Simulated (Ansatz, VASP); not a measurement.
This is a calculation of Sr for VASP 6.6.1.

INCAR

```
SYSTEM = Sr
  ALGO = Normal
  EDIFF = 1E-6
  ENCUT = 520
  GGA = CA
  ISIF = 2
  ISMEAR = -1
  LASPH = .True.
  LCHARG = .False.
  LREAL = .False.
  LWAVE = .False.
  NBANDS = 11
  NELM = 100
  PREC = Accurate
  SIGMA = 0.05
```

KPOINTS

```
k-points
0
Gamma
  8 8 8
  0 0 0
```

The input POSCAR:

```
Sr
1.0
    0.0000000000      3.0624986004      3.0624986004
    3.0624986004      0.0000000000      3.0624986004
    3.0624986004      3.0624986004      0.0000000000
Sr
1
Direct
    0.0000000000      0.0000000000      0.0000000000
```

Potentials or basis: VASP PAW LDA potentials, release 64 (Sr_sv).

Run with:

```bash
$ cat potpaw_LDA.64/Sr_sv/POTCAR > POTCAR
$ mpirun -np 1 vasp_std > vasp.out
```

Set up the same calculation for Ansatz 0.2.0. Potentials there: Ansatz PAW.

As run (the cutoff follows the program's own potentials):

Contents of input.yaml:

```yaml
crystal:
  lattice:
    - [0.0, 3.0624986004, 3.0624986004]
    - [3.0624986004, 0.0, 3.0624986004]
    - [3.0624986004, 3.0624986004, 0.0]
  atoms:
    - { symbol: Sr, position: [0.0, 0.0, 0.0] }
hamiltonian:
  xc: lda
  pseudopotentials: { kind: paw }
kpoints:
  mp_grid: { grid: [8, 8, 8] }
scf:
  occupations: { method: fermi_dirac, width: 0.05 }
output:
  forces: true
  stress: true
  eigenvalues: true
```

Potentials or basis: Ansatz PAW.

Run with:

```console
$ ansatz run input.yaml --threads 1 --pin off --max-ram 3584MiB --backend cpu --events-out ev --progress --plain --runs-dir out
```

Both were run:

|  | VASP | Ansatz | Ansatz less VASP |
| --- | --- | --- | --- |
| gap on the k mesh at the Fermi level (eV) | none | none | - |
| pressure (GPa) | -1.8 | -1.8 | 0.00 |

A gap of «none» marks a metal or a gap that the smearing closes.

Caveats: the PAW data sets come from PBE, with cores solved anew for the run's functional, which leaves a small shift of forces and pressure (Ansatz).
